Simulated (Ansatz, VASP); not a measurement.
**Ta2C in VASP and in Ansatz**

The input INCAR:

```
  PREC = Accurate
  ENCUT = 520
  EDIFF = 1E-6
  ISMEAR = 0
  SIGMA = 0.15
  LREAL = F
  LASPH = T
  NELM = 100
  ALGO = Normal
  ISIF = 2
  LWAVE = F
  LCHARG = T
  GGA = PS
  LELF = T
  LVHAR = T
  NBANDS = 20
```

The input KPOINTS:

```
Automatic mesh
0
Gamma
  18 18 10
```

Contents of POSCAR:

```
Ta2C
1.0
    2.7470793733      0.0000000000      0.0000000000
   -1.3735396867      2.3790405235      0.0000000000
    0.0000000000      0.0000000000      4.9210802832
Ta C
2 1
Direct
    0.3333333333      0.6666666667      0.2528761935
    0.6666666667      0.3333333333      0.7471238065
    0.0000000000      0.0000000000      0.0000000000
```

Input for Ansatz:

```yaml
crystal:
  lattice:
    - [2.7470793733, 0.0, 0.0]
    - [-1.3735396867, 2.3790405235, 0.0]
    - [0.0, 0.0, 4.9210802832]
  atoms:
    - { symbol: Ta, position: [0.3333333333, 0.6666666667, 0.2528761935] }
    - { symbol: Ta, position: [0.6666666667, 0.3333333333, 0.7471238065] }
    - { symbol: C, position: [0.0, 0.0, 0.0] }
basis:
  ecutwfc: 420
kpoints:
  mp_grid: { grid: [18, 18, 10] }
hamiltonian:
  xc: pbesol
scf:
  occupations: { method: gaussian, width: 0.15 }
output:
  forces: true
  stress: true
  eigenvalues: true
```

Change from the starting cell: strain -0.1125 x Voigt [1, 1, 0, 0, 0, 0], atoms carried along.

Alike in both runs: task single point; functional PBEsol; k mesh 18 × 18 × 10; occupations gaussian, width 0.15 eV; no spin polarisation.

|  | VASP | Ansatz |
| --- | --- | --- |
| version | VASP 6.6.1 | Ansatz 0.2.0 |
| potentials or method | VASP PAW PBE potentials, release 64 (Ta_pv, C) | scalar-relativistic, plane waves, PAW |
| plane-wave cutoff (eV) | 520 | 420 |
| valence electrons in the cell | 26 | 30 |

```tsv
	VASP	Ansatz	Ansatz less VASP
gap on the k mesh at the Fermi level (eV)	none	none	-
pressure (GPa)	112.8	110.8	-2.02
largest component of the traceless stress (GPa)	43.06	43.01	-0.047
rms of the force components (eV/Å)	1.382	1.328	-0.0539
```

Atom by atom the forces differ by 0.054 eV/Å (rms over components). A gap of «none» marks a metal or a gap that the smearing closes. The two sets of potentials don't hold the same shells in valence.

Caveats: the cell as given lies far from equilibrium; so large a pressure means that the cell lies far from this level's equilibrium, or that cutoff or potentials fall short (VASP); the potentials were made for another functional, which shifts forces and pressure (VASP). Spin-orbit coupling is left out, which matters for the levels of Ta.
